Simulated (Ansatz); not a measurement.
**TiSe2: how the settings move a single-point run**

How sensitive is a single-point run of TiSe2 to its settings? A reference run comes first, then one run with altered input.

Method: reference: DFT, PBEsol, all-electron PAW with datasets made for the crystal, scalar-relativistic, in Ansatz 0.2.0.

### Step 1. Starting point

The structure is trigonal, space group P-3m1 (No. 164). The conventional cell has a = 3.626 Å, b = 3.626 Å, c = 6.472 Å, α = 90.00°, β = 90.00°, γ = 120.00°. Around Ti (site symmetry -3m) lie 6 Se at 2.61 Å. Around Se (site symmetry 3m) lie 3 Ti at 2.61 Å.

Coordinates:

```xyz
3
Lattice="3.6263 0.0000 0.0000 -1.8132 3.1405 0.0000 0.0000 0.0000 6.4721" Properties=species:S:1:pos:R:3 pbc="T T T"
Ti    0.0000    0.0000    0.0000
Se    0.0000    2.0937    1.5528
Se    1.8132    1.0468    4.9193
```

### Step 2. Reference

input.yaml reads:

```yaml
crystal:
  lattice:
    - [3.6263212494, 0.0, 0.0]
    - [-1.8131606247, 3.1404863243, 0.0]
    - [0.0, 0.0, 6.4721207188]
  atoms:
    - { symbol: Ti, position: [0.0, 0.0, 0.0] }
    - { symbol: Se, position: [0.3333333333, 0.6666666667, 0.23992784] }
    - { symbol: Se, position: [0.6666666667, 0.3333333333, 0.76007216] }
kpoints:
  mp_grid: { grid: [11, 11, 5] }
scf:
  occupations: { method: fermi_dirac, width: 0.05 }
hamiltonian:
  xc: pbesol
  pseudopotentials: { kind: all_electron, datasets: crystal }
output:
  forces: true
  stress: true
  eigenvalues: true
  efg: { contact_densities: true }
```

Run with:

```bash
$ ansatz run input.yaml --threads 1 --pin off --max-ram 4096MiB --backend cpu --events-out ev --progress --plain --runs-dir out
```

### Step 3. Variant: xc rpbe

Edit input.yaml of step 2 so:

```diff
@@ -14,3 +14,3 @@
 hamiltonian:
-  xc: pbesol
+  xc: rpbe
   pseudopotentials: { kind: all_electron, datasets: crystal }
```

**Question.** What will these runs give? Wanted: for each run, ending; energy change; pressure; gap; force.

**Answer**, as computed:

| run | ending | energy change | pressure (GPa) | gap (eV) | force (eV/Å) | cycles | time |
| --- | --- | --- | --- | --- | --- | --- | --- |
| reference | converged | - | -6.4 | 0.00 | 0.60 | 17 | 46 s |
| 1: xc rpbe | converged | not comparable | -1.3 | 0.00 | 0.31 | 13 | 40 s |

Residual by cycle in the longest SCF loop of each run; runs are numbered as in the table. The quantity is the density residual dr2, in eV.

```
cycle  reference   run 1
    1       2.89    2.84
    2       34.1    35.9
    4      0.514   0.516
    5      0.915   0.222
    7       0.02  0.0815
    8     0.0155  6.9e-4
   10     1.6e-5  1.4e-4
   11     6.7e-7  1.7e-5
   13     1.3e-7  1.3e-8
   14     1.4e-8       -
   16     1.5e-6       -
   17     6.2e-8       -
```

**Reading.** A change of functional puts the total energy on another scale; the pressure goes from -6.4 to -1.3 GPa and the largest force goes from 0.60 to 0.31 eV/Å. At this fixed cell a higher pressure means that this functional prefers a larger volume than the reference. The reference leaves spin out although Ti can carry a moment, so its state need not be the lowest.
